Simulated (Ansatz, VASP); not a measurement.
## AlN in VASP and in Ansatz

INCAR

```
ALGO = Normal ; EDIFF = 1E-6
ENCUT = 520 ; GGA = PE
ISIF = 2 ; ISMEAR = 0
LASPH = T ; LCHARG = F
LREAL = F ; LWAVE = F
NBANDS = 11 ; NELM = 60
PREC = Accurate ; SIGMA = 0.05
```

File KPOINTS:

```
k-points
0
Gamma
  10 10 10
```

File POSCAR:

```
AlN
1.0
    0.0000000000      2.1839935596      2.1839935596
    2.1839935596      0.0000000000      2.1839935596
    2.1839935596      2.1839935596      0.0000000000
Al N
1 1
Direct
    0.0099133237      0.0099133237      0.0099133237
    0.7500000000      0.7500000000      0.7500000000
```

Input for Ansatz:

```yaml
crystal:
  lattice:
    - [0.0, 2.1839935596, 2.1839935596]
    - [2.1839935596, 0.0, 2.1839935596]
    - [2.1839935596, 2.1839935596, 0.0]
  atoms:
    - { symbol: Al, position: [0.0099133237, 0.0099133237, 0.0099133237] }
    - { symbol: "N", position: [0.75, 0.75, 0.75] }
basis:
  ecutwfc: 420
kpoints:
  mp_grid: { grid: [10, 10, 10] }
hamiltonian:
  xc: pbe
scf:
  occupations: { method: gaussian, width: 0.05 }
output:
  forces: true
  stress: true
  eigenvalues: true
```

Change from the starting cell: all Al atoms moved -0.075 Å, as atom 1 towards its neighbour atom 2 (N) at 1.891 Å.

Alike in both runs: task single point; functional PBE; k mesh 10 × 10 × 10; occupations gaussian, width 0.05 eV; no spin polarisation.

|  | VASP | Ansatz |
| --- | --- | --- |
| version | VASP 6.6.1 | Ansatz 0.2.0 |
| potentials or method | VASP PAW PBE potentials, release 64 (Al, N) | scalar-relativistic, plane waves, PAW |
| plane-wave cutoff (eV) | 520 | 420 |
| valence electrons in the cell | 8 | 8 |

|  | VASP | Ansatz | Ansatz less VASP |
| --- | --- | --- | --- |
| gap on the k mesh at the Fermi level (eV) | 3.09 | 3.10 | +0.009 |
| least direct gap on the mesh (eV) | 3.96 | 3.95 | -0.009 |
| pressure (GPa) | 5.2 | 5.5 | +0.27 |
| largest component of the traceless stress (GPa) | 2.59 | 2.59 | -0.009 |
| rms of the force components (eV/Å) | 0.529 | 0.528 | -0.0012 |

Atom by atom the forces differ by 0.001 eV/Å (rms over components). With one functional, cell and mesh, what is left measures potentials, basis and numerics.

A k mesh can miss the band edges.
